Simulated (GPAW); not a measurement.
The system is CuO.

```xyz
2
Lattice="2.8363 0.0000 0.0000 -1.4182 2.4563 0.0000 0.0000 0.0000 2.7681" Properties=species:S:1:pos:R:3 pbc="T T T"
Cu    0.0000    0.0000    0.0000
O     1.4182    0.8188    1.3841
```

Measurements of this composition are mostly on another form, of space group No. 15.

Base run:

- Program: GPAW 26.7.0
- Functional: revPBE
- Potentials or basis: the program's PAW data sets (release 1.2.1) made for this functional
- Cutoff: 800 eV
- Basis: pw
- k mesh: 8 × 8 × 7
- Occupations: fermi-dirac, width 0.05 eV
- Spin: no spin polarisation

Its results: pressure 5.1 GPa.

**Question.** After a change of settings the same cell gave: pressure -15.4 GPa. Which change was it?
A. functional from revPBE to LDA
B. functional from revPBE to AM05; potentials or basis from the program's PAW data sets (release 1.2.1) made for this functional to PAW data sets generated in the run's folder for this functional
C. functional from revPBE to SCAN; potentials or basis from the program's PAW data sets (release 1.2.1) made for this functional to GPAW PAW data sets (gpaw-data 1.2.1)
D. functional from revPBE to PBEsol; potentials or basis from the program's PAW data sets (release 1.2.1) made for this functional to PAW data sets generated in the run's folder for this functional

**Answer.** A.

LDA binds more tightly than revPBE, so the same cell stands under less pressure.

Caveats: with this Cu data set, volumes or pressures lay over 1.5 % or 2 GPa off other programs in two to four cells of ten; an odd number of electrons without spin polarisation forces a metal; a magnetic or distorted state may lie lower; the run has no spin polarisation, though such a crystal can be magnetic.

Runs at the PBE level aren't shown here.
